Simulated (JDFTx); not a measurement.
**Ca: equation of state with PBE**

The system is Ca.

```xyz
1
Lattice="0.0000 2.7942 2.7942 2.7942 0.0000 2.7942 2.7942 2.7942 0.0000" Properties=species:S:1:pos:R:3 pbc="T T T"
Ca    0.0000    0.0000    0.0000
```

```yaml
Program: JDFTx 1.7.0 (patched build)
Task: equation of state
Functional: PBE
Potentials_or_basis: PseudoDojo-SR-PBE-0.5-standard
Cutoff: 925 eV
Density_cutoff: 3701 eV
k_mesh: 8 × 8 × 8
Occupations: fermi-dirac, width 0.05 eV
Spin: no spin polarisation
```

* Equilibrium volume: 42.15 Å³/atom
* Bulk modulus: 17.3 GPa
* Pressure derivative of the bulk modulus: 3.4

Energy against volume, from the lowest point:
```csv
volume (Å³/atom),energy (meV/atom)
41.014,1.63
41.886,0.00
42.759,0.37
43.632,2.57
44.504,6.45
45.377,11.86
46.250,18.66
```
